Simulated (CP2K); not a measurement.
The system is TiC.

```xyz
2
Lattice="3.0628 0.0000 0.0000 1.5314 2.6525 0.0000 1.5314 0.8842 2.5008" Properties=species:S:1:pos:R:3 pbc="T T T"
Ti    0.0000    0.0000    0.0000
C     3.0628    1.7683    1.2504
```

The cell is a database's computed one.

Program: CP2K 2026.2. Alike in all runs: task band structure; no spin polarisation; cell as given; k mesh 11 × 11 × 11.

Question: Order these runs on this cell by their pressure, lowest first.
A. level PBEsol; potentials or basis POTENTIAL_UZH Ti GTH-PBE-q12, C GTH-PBE-q4; TZVP-MOLOPT-PBE-GTH basis; smearing fermi-dirac 0.05 eV; EPS_DEFAULT 1.0E-9; points a segment of the path (NPOINTS) 6; bands added on the path 2; CUTOFF of the grids 450 Ry
B. level LDA; potentials or basis GTH_POTENTIALS Ti GTH-PADE-q12, C GTH-PADE-q4; TZVP-MOLOPT-PBE-GTH basis; smearing fermi-dirac 0.1 eV; EPS_DEFAULT 1.0E-9; points a segment of the path (NPOINTS) 8; bands added on the path 4; CUTOFF of the grids 450 Ry
C. level r2SCAN; potentials or basis POTENTIAL_UZH Ti GTH-SCAN-q12, C GTH-SCAN-q4; TZVP-MOLOPT-SCAN-GTH basis; smearing fermi-dirac 0.05 eV; EPS_DEFAULT 1.0E-10; points a segment of the path (NPOINTS) 10; bands added on the path 4; CUTOFF of the grids 675 Ry

Answer: B (-12.4 GPa), A (-5.5 GPa), C (0.4 GPa).

Caveats: the basis of atomic orbitals isn't converged, which shifts pressures, moduli and gaps; the potentials were made for another functional, which shifts forces and pressure (some runs).

Runs at the PBE level aren't shown here.
